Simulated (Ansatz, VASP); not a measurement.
## One calculation of V2N3, two programs

```
V N
1.0
     2.77979    0.00000    0.00000
    -1.38989    2.40737    0.00000
     0.00000    0.00000    6.19635
V N
2 3
Cartesian
  1.3899 0.8025 1.8720
  0.0000 1.6049 4.3243
  0.0000 0.0000 3.0982
  0.0000 0.0000 0.6657
  0.0000 0.0000 5.5306
```

Alike in both runs: functional PBEsol; k mesh 12 × 12 × 6; occupations gaussian, width 0.1 eV; no spin polarisation.

Ansatz relaxed the structure, and its values are those at the end. VASP's run is a single point on that final structure, the one shown.

|  | VASP | Ansatz |
| --- | --- | --- |
| version | VASP 6.6.1 | Ansatz 0.2.0 |
| potentials or method | VASP PAW PBE potentials, release 64 (V_sv, N) | scalar-relativistic, plane waves, PAW |
| plane-wave cutoff (eV) | 520 | 420 |
| valence electrons in the cell | 41 | 41 |

VASP gave:

| Property | Result |
| --- | --- |
| gap on the k mesh at the Fermi level (eV) | none |
| pressure (GPa) | 0.8 |
| rms of the force components (eV/Å) | 0.025 |

**Question.** Estimate Ansatz's values.

**Answer.** gap on the k mesh at the Fermi level (eV): none; pressure (GPa): 0.0; rms of the force components (eV/Å): 0.000.

A gap of «none» marks a metal or a gap that the smearing closes.

Caveats: the PAW data sets were made with another functional, which shifts forces and pressure a little (VASP); the run has no spin polarisation, though such a crystal can be magnetic.
